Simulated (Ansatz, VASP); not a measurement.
**Ge: VASP beside Ansatz**

Contents of INCAR:

```
SYSTEM = Ge
  PREC = Accurate
  ENCUT = 520
  EDIFF = 1E-6
  ISMEAR = -1
  SIGMA = 0.05
  LREAL = .FALSE.
  LASPH = .TRUE.
  NELM = 80
  ALGO = Normal
  ISIF = 2
  LWAVE = .FALSE.
  LCHARG = .FALSE.
  NBANDS = 21
```

File KPOINTS:

```
Automatic mesh
0
G
  8 8 8
  0 0 0
```

File POSCAR:

```
Ge
1.0
    0.0000000000      2.8843929095      2.8843929095
    2.8843929095      0.0000000000      2.8843929095
    2.8843929095      2.8843929095      0.0000000000
Ge
2
Direct
    0.7500000000      0.7500000000      0.7500000000
    0.5000000000      0.5000000000      0.5000000000
```

input.yaml

```yaml
crystal:
  lattice:
    - [0.0, 2.8843929095, 2.8843929095]
    - [2.8843929095, 0.0, 2.8843929095]
    - [2.8843929095, 2.8843929095, 0.0]
  atoms:
    - { symbol: Ge, position: [0.75, 0.75, 0.75] }
    - { symbol: Ge, position: [0.5, 0.5, 0.5] }
kpoints:
  mp_grid: { grid: [8, 8, 8] }
scf:
  occupations: { method: fermi_dirac, width: 0.05 }
hamiltonian:
  xc: lda
  pseudopotentials: { kind: all_electron, lapw: { basis_error: 0.001 } }
output:
  forces: true
  stress: true
  eigenvalues: true
```

Change from the starting cell: volume scaled by 1.06.

Alike in both runs: task single point; functional LDA; k mesh 8 × 8 × 8; occupations fermi-dirac, width 0.05 eV; no spin polarisation.

|  | VASP | Ansatz |
| --- | --- | --- |
| version | VASP 6.6.1 | Ansatz 0.2.0 |
| potentials or method | VASP PAW LDA potentials, release 64 (Ge_d) | all-electron LAPW, scalar-relativistic |
| plane-wave cutoff (eV) | 520 | see its input |

|  | VASP | Ansatz | Ansatz less VASP |
| --- | --- | --- | --- |
| gap on the k mesh at the Fermi level (eV) | none | none | - |
| pressure (GPa) | -4.5 | -4.6 | -0.07 |

A gap of «none» marks a metal or a gap that the smearing closes. Ansatz ran all-electron here, so the differences hold the error of VASP's frozen core and of both bases.
